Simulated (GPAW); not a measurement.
Te2Mo: band structure with r2SCAN

**Measured values to compare with.**

From “Broadband infrared study of pressure-tunable Fano resonance and metallization transition in 2H-MoTe2”, 2022, pmc:9569381, for a bulk crystal of Te2Mo at 300 K: band gap 0.88 ± 0.05 eV (indirect).

Te2Mo:

```
Te Mo
1.0
     3.51820    0.00000    0.00000
    -1.75910    3.04685    0.00000
     0.00000    0.00000   13.97360
Te Mo
4 2
Direct
  0.66667 0.33333 0.37900
  0.33333 0.66667 0.87900
  0.33333 0.66667 0.62100
  0.66667 0.33333 0.12100
  0.66667 0.33333 0.75000
  0.33333 0.66667 0.25000
```

| Item | Value |
| --- | --- |
| Program | GPAW 26.7.0 |
| Task | band structure |
| Functional | r2SCAN |
| Potentials or basis | GPAW PAW data sets (gpaw-data 1.2.1) |
| Cutoff | 600 eV |
| Basis | pw |
| k mesh | 5 × 5 × 2 |
| Occupations | fermi-dirac, width 0.05 eV |
| Spin | spin-orbit coupling, no magnetisation |
| Maxiter | 150 |
| Band path | GMKGALHA,LM,KH |
| Band points | 80 |
| spin axis theta (degrees) | 0 |
| spin axis phi (degrees) | 0 |
| Soc after scf | second variation without the xc potential |

| Item | Value |
| --- | --- |
| Pressure | 1.8 GPa |
| Largest force | 0.135 eV/Å |
| Band gap on the k mesh | 0.80 eV, indirect (least direct gap 1.37 eV) |
| Band gap along the path | 0.80 eV, indirect (least direct gap 1.04 eV) |

Forces on the atoms (eV/Å):
```
Te   0.000  0.000 -0.134
Te   0.000  0.000 -0.135
Te   0.000  0.000  0.134
Te   0.000  0.000  0.135
Mo   0.000  0.000  0.000
Mo   0.000  0.000  0.000
```

Stress tensor (GPa, compression positive):
```
2.12 0.00 0.00
0.00 2.12 0.00
0.00 0.00 1.08
```

Levels at the corners of the path, in eV from the valence-band top:
```tsv
point	band 48	band 49	band 50	band 51	band 52	band 53	band 54	band 55	band 56	band 57
Γ	-1.00	-0.46	-0.46	0.00	0.00	2.64	2.64	2.78	2.78	2.92
M	-1.02	-0.68	-0.68	-0.43	-0.43	1.30	1.30	1.36	1.36	1.54
K	-1.95	-0.36	-0.36	-0.04	-0.04	1.00	1.00	1.03	1.03	1.26
Γ	-1.00	-0.46	-0.46	0.00	0.00	2.64	2.64	2.78	2.78	2.92
A	-1.02	-0.12	-0.12	-0.12	-0.12	2.69	2.69	2.69	2.69	3.09
L	-1.02	-0.56	-0.56	-0.56	-0.56	1.33	1.33	1.33	1.33	1.72
H	-2.14	-0.33	-0.33	-0.12	-0.12	1.00	1.00	1.05	1.05	1.69
A	-1.02	-0.12	-0.12	-0.12	-0.12	2.69	2.69	2.69	2.69	3.09
L	-1.02	-0.56	-0.56	-0.56	-0.56	1.33	1.33	1.33	1.33	1.72
M	-1.02	-0.68	-0.68	-0.43	-0.43	1.30	1.30	1.36	1.36	1.54
K	-1.95	-0.36	-0.36	-0.04	-0.04	1.00	1.00	1.03	1.03	1.26
H	-2.14	-0.33	-0.33	-0.12	-0.12	1.00	1.00	1.05	1.05	1.69
```

Run time: 7.5 min on 1 thread of Intel(R) Xeon(R) Platinum 8488C (Sapphire Rapids), with other jobs on the host, peak memory 1.1 GiB.

Against the measured gap of Te2Mo, 0.88 eV (indirect; 300 K; quoted in “Broadband infrared study of pressure-tunable Fano resonance and metallization transition in 2H-MoTe2”, 2022, pmc:9569381), the calculated 0.80 eV is off by -0.08 eV. The value is that of r2SCAN, without temperature or zero-point motion.

Caveat: the k mesh is coarse; spin-orbit coupling was added after a scalar SCF, so levels and gaps hold it while energy, forces, pressure and moments don't; this program's spin-orbit splittings come out too wide for heavy elements; the PAW data sets were made with another functional, which shifts forces and pressure a little.
